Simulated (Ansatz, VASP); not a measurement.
**MgO: VASP beside Ansatz**

```
Mg O
1.0
     5.59086    0.00000    0.00000
     0.00000    5.59086    0.00000
     0.00000    0.00000    5.59086
Mg O
6 6
Direct
  0.25000 0.00000 0.50000
  0.00000 0.50000 0.25000
  0.50000 0.75000 0.00000
  0.75000 0.00000 0.50000
  0.00000 0.50000 0.75000
  0.50000 0.25000 0.00000
  0.25000 0.50000 0.00000
  0.50000 0.00000 0.25000
  0.00000 0.75000 0.50000
  0.75000 0.50000 0.00000
  0.50000 0.00000 0.75000
  0.00000 0.25000 0.50000
```

Alike in both runs: functional PBEsol; k mesh 4 × 4 × 4; occupations gaussian, width 0.02 eV; no spin polarisation.

Ansatz relaxed the structure, and its values are those at the end. VASP's run is a single point on that final structure, the one shown.

```csv
,VASP,Ansatz
version,VASP 6.6.1,Ansatz 0.2.0
potentials or method,"VASP PAW PBE potentials, release 64 (Mg, O)","scalar-relativistic, plane waves, PAW"
plane-wave cutoff (eV),520,420
valence electrons in the cell,48,96
```

VASP gave:

| Quantity | Value |
| --- | --- |
| gap on the k mesh at the Fermi level (eV) | 2.83 |
| least direct gap on the mesh (eV) | 2.83 |
| pressure (GPa) | -0.2 |

Task: Estimate Ansatz's values.

Result: gap on the k mesh at the Fermi level (eV): 2.84; least direct gap on the mesh (eV): 2.84; pressure (GPa): 0.0.

The two sets of potentials don't hold the same shells in valence. Ansatz warned: «pseudo_functional_mismatch».

Caveats: the PAW data sets were made with another functional, which shifts forces and pressure a little (VASP).
